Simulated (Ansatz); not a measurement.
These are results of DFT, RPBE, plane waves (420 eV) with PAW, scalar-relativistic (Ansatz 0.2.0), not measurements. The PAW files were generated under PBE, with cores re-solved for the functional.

An element in the bcc structure gives this curve. The cell is scaled uniformly from the relaxed one, with fractional coordinates and shape fixed. Energies are extrapolated to zero smearing, pressures are those at the given smearing. Magnetic state: spin not included.

```json
{"V (Å³/atom)": "13.159", "E − E₀ (meV/atom)": "285.8", "P (GPa)": "58.47"}
{"V (Å³/atom)": "13.757", "E − E₀ (meV/atom)": "115.6", "P (GPa)": "34.36"}
{"V (Å³/atom)": "14.355", "E − E₀ (meV/atom)": "25.9", "P (GPa)": "15.24"}
{"V (Å³/atom)": "14.953", "E − E₀ (meV/atom)": "-0.1", "P (GPa)": "0.08"}
{"V (Å³/atom)": "15.552", "E − E₀ (meV/atom)": "24.7", "P (GPa)": "-11.93"}
{"V (Å³/atom)": "16.150", "E − E₀ (meV/atom)": "89.4", "P (GPa)": "-21.40"}
{"V (Å³/atom)": "16.748", "E − E₀ (meV/atom)": "185.6", "P (GPa)": "-28.84"}
```

(1) Which element is it?
A. vanadium
B. osmium
C. palladium
D. molybdenum

Answers

(1) B. Its fit is V₀ = 14.94 Å³/atom, B₀ = 338 GPa, B₀′ = 4.8.
